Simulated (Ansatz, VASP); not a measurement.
# Two plane-wave programs on TlBr

Contents of POSCAR:

```
TlBr
1.0
    3.9700000000      0.0000000000      0.0000000000
    0.0000000000      3.9700000000      0.0000000000
    0.0000000000      0.0000000000      3.9700000000
Tl Br
1 1
Direct
    0.0000000000      0.0000000000      0.0000000000
    0.5000000000      0.5000000000      0.5000000000
```

INCAR.step1

```
SYSTEM = TlBr
ALGO = Normal
EDIFF = 1E-4
ENCUT = 520
GGA = PE
ISMEAR = 0
LASPH = .TRUE.
LCHARG = .FALSE.
LREAL = .FALSE.
LWAVE = .TRUE.
NBANDS = 17
NELM = 100
PREC = Accurate
SIGMA = 0.1
```

File INCAR.step2:

```
SYSTEM = TlBr
ALGO = Normal
EDIFF = 1E-6
ENCUT = 520
ISIF = 2
ISMEAR = 0
ISTART = 1
LASPH = .TRUE.
LCHARG = .FALSE.
LMIXTAU = .TRUE.
LREAL = .FALSE.
LWAVE = .FALSE.
METAGGA = R2SCAN
NBANDS = 17
NELM = 100
PREC = Accurate
SIGMA = 0.1
```

Contents of KPOINTS:

```
k-points
0
G
  4 4 4
  0 0 0
```

Input for Ansatz:

```yaml
crystal:
  lattice:
    - [3.97, 0.0, 0.0]
    - [0.0, 3.97, 0.0]
    - [0.0, 0.0, 3.97]
  atoms:
    - { symbol: Tl, position: [0.0, 0.0, 0.0] }
    - { symbol: Br, position: [0.5, 0.5, 0.5] }
basis:
  ecutwfc: 500
kpoints:
  mp_grid: { grid: [4, 4, 4] }
hamiltonian:
  xc: r2scan
scf:
  occupations: { method: gaussian, width: 0.1 }
output:
  forces: true
  stress: true
  eigenvalues: true
```

Alike in both runs: task single point; functional r2SCAN; k mesh 4 × 4 × 4; occupations gaussian, width 0.1 eV; no spin polarisation.

|  | VASP | Ansatz |
| --- | --- | --- |
| version | VASP 6.6.1 | Ansatz 0.2.0 |
| potentials or method | VASP PAW PBE potentials, release 64 (Tl_d, Br) | scalar-relativistic, plane waves, PAW |
| plane-wave cutoff (eV) | 520 | 500 |
| valence electrons in the cell | 20 | 20 |

```tsv
	VASP	Ansatz	Ansatz less VASP
gap on the k mesh at the Fermi level (eV)	2.28	2.27	-0.006
least direct gap on the mesh (eV)	2.28	2.27	-0.006
pressure (GPa)	0.6	0.6	+0.03
```

Caveats: the PAW data sets were made with another functional, which shifts forces and pressure a little (VASP); spin-orbit coupling is left out, which as a rule narrows the gap of such compounds by several tenths of an eV. r2SCAN opens gaps a little over a GGA but as a rule still falls short of measured ones. A k mesh can miss the band edges.
